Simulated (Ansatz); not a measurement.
A relaxation computed with Ansatz, from input to last step.

```yaml
crystal:
  lattice:
    - [5.2974035112, 3.0584573431, 1.5068462481]
    - [-5.2974035112, 3.0584573431, 1.5068462481]
    - [0.0, -6.1169146864, 1.506846248]
  atoms:
    - { symbol: Se, position: [0.3025245758, 0.1671748821, 0.9090848794] }
    - { symbol: Se, position: [0.9090848794, 0.3025245758, 0.1671748821] }
    - { symbol: Se, position: [0.1671748821, 0.9090848794, 0.3025245758] }
    - { symbol: Se, position: [0.6974754242, 0.8328251179, 0.0909151206] }
    - { symbol: Se, position: [0.0909151206, 0.6974754242, 0.8328251179] }
    - { symbol: Se, position: [0.8328251179, 0.0909151206, 0.6974754242] }
basis:
  ecutwfc: 420
kpoints:
  mp_grid: { grid: [6, 6, 6] }
hamiltonian:
  xc: pbesol
scf:
  occupations: { method: gaussian, width: 0.02 }
output:
  forces: true
  stress: true
  eigenvalues: true
  write_density: true
  write_potential: true
  elf: true
  volumetric_format: npy
relax:
  adjacent_minimum: "off"
  f_tol: 0.01
  max_steps: 30
  cell: { stress_tol: 0.1, fix: [volume] }
```

```bash
ansatz run input.yaml --threads 1 --pin off --max-ram 2560MiB --backend cpu --events-out ev --progress --plain --runs-dir out
```

The calculation used Ansatz 0.2.0, DFT PBEsol, scalar-relativistic, plane waves, PAW.

The volume is held at 0.97 times that of the relaxed cell.

Of 6 frames 5 are shown, positions in Å and forces in eV/Å; the SCF threshold varies from step to step. Steps run on the plane waves of an earlier cell, with a Pulay correction in the pressure. The basis is chosen afresh for the last frame, the zero of the energies, and at times for earlier ones too; energy and pressure can step there, also at an unchanged geometry. Where two frames share a geometry here, they differ by under 2 meV/atom and 0.3 GPa.

```xyz
6
Lattice="5.2974 3.0585 1.5068 -5.2974 3.0585 1.5068 0.0000 -6.1169 1.5068" Properties=species:S:1:pos:R:3:forces:R:3 pbc="T T T" step=1 free_energy_over_end_meV_per_atom=3.65 pressure_GPa=2.07
Se    0.7170   -4.1242    2.0776    0.0115    0.1269    0.2160
Se    3.2132    2.6831    2.0776   -0.1156   -0.0535    0.2160
Se   -3.9302    1.4412    2.0776    0.1041   -0.0734    0.2160
Se   -0.7170    4.1242    2.4429   -0.0115   -0.1269   -0.2160
Se   -3.2132   -2.6831    2.4429    0.1156    0.0535   -0.2160
Se    3.9302   -1.4412    2.4429   -0.1041    0.0734   -0.2160
6
Lattice="5.3394 3.0827 1.4832 -5.3394 3.0827 1.4832 0.0000 -6.1654 1.4832" Properties=species:S:1:pos:R:3:forces:R:3 pbc="T T T" step=2 free_energy_over_end_meV_per_atom=1.42 pressure_GPa=0.56
Se    0.6995   -4.1628    2.0714    0.0786    0.0294   -0.0316
Se    3.2553    2.6872    2.0714   -0.0647    0.0534   -0.0316
Se   -3.9549    1.4756    2.0714   -0.0138   -0.0827   -0.0316
Se   -0.6995    4.1628    2.3784   -0.0786   -0.0294    0.0316
Se   -3.2553   -2.6872    2.3784    0.0647   -0.0534    0.0316
Se    3.9549   -1.4756    2.3784    0.0138    0.0827    0.0316
6
Lattice="5.3352 3.0803 1.4856 -5.3352 3.0803 1.4856 0.0000 -6.1606 1.4856" Properties=species:S:1:pos:R:3:forces:R:3 pbc="T T T" step=3 free_energy_over_end_meV_per_atom=0.30 pressure_GPa=0.70
Se    0.7173   -4.1561    2.0691    0.0313    0.0316    0.0137
Se    3.2406    2.6992    2.0691   -0.0430    0.0113    0.0137
Se   -3.9579    1.4569    2.0691    0.0117   -0.0429    0.0137
Se   -0.7173    4.1561    2.3876   -0.0313   -0.0316   -0.0137
Se   -3.2406   -2.6992    2.3876    0.0430   -0.0113   -0.0137
Se    3.9579   -1.4569    2.3876   -0.0117    0.0429   -0.0137
6
Lattice="5.3320 3.0784 1.4873 -5.3320 3.0784 1.4873 0.0000 -6.1569 1.4873" Properties=species:S:1:pos:R:3:forces:R:3 pbc="T T T" step=4 free_energy_over_end_meV_per_atom=0.08 pressure_GPa=0.53
Se    0.7243   -4.1427    2.0700    0.0120   -0.0144    0.0099
Se    3.2255    2.6986    2.0700    0.0065    0.0175    0.0099
Se   -3.9498    1.4440    2.0700   -0.0184   -0.0032    0.0099
Se   -0.7243    4.1427    2.3920   -0.0120    0.0144   -0.0099
Se   -3.2255   -2.6986    2.3920   -0.0065   -0.0175   -0.0099
Se    3.9498   -1.4440    2.3920    0.0184    0.0032   -0.0099
6
Lattice="5.3371 3.0814 1.4845 -5.3371 3.0814 1.4845 0.0000 -6.1627 1.4845" Properties=species:S:1:pos:R:3:forces:R:3 pbc="T T T" step=6 free_energy_over_end_meV_per_atom=0.00 pressure_GPa=0.50
Se    0.7297   -4.1520    2.0680    0.0002    0.0016    0.0022
Se    3.2309    2.7079    2.0680   -0.0015   -0.0007    0.0022
Se   -3.9605    1.4441    2.0680    0.0013   -0.0010    0.0022
Se   -0.7297    4.1520    2.3856   -0.0002   -0.0016   -0.0022
Se   -3.2309   -2.7079    2.3856    0.0015    0.0007   -0.0022
Se    3.9605   -1.4441    2.3856   -0.0013    0.0010   -0.0022
```

Time: 100 s on 1 thread of Arm Neoverse V2 (shared host), peak memory 0.55 GiB.